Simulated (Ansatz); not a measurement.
Cubic perovskite BaSnO₃

Computed with PBE (plane waves, PAW; Ansatz, a first-principles code).

Run with plane-wave cutoff 520 eV, 6×6×6 k mesh, scalar-relativistic PAW data made under PBE.

Cell (measured lattice):

Space group Pm-3m (No. 221); a = b = c = 4.116 Å, α = β = γ = 90.00°

| atom | site | symmetry | x | y | z |
|---|---|---|---|---|---|
| Ba | 1a | m-3m | 0.0000 | 0.0000 | 0.0000 |
| Sn | 1b | m-3m | 0.5000 | 0.5000 | 0.5000 |
| O | 3c | 4/mm.m | 0.0000 | 0.5000 | 0.5000 |

```yaml
elastic constant C11: 305 GPa
elastic constant C12: 95.6 GPa
elastic constant C44: 97.1 GPa
Voigt–Reuss–Hill bulk modulus: 165 GPa
polycrystal shear modulus (Hill average): 100 GPa
young_modulus: 250 GPa
poisson_ratio: 0.248
```

Note: the cell isn't this level's own, so it is under some stress, which shifts stiffness and frequencies.

Elastic constants are with the ions relaxed.

Spin–orbit coupling is not included.

Computed values are for the static lattice.
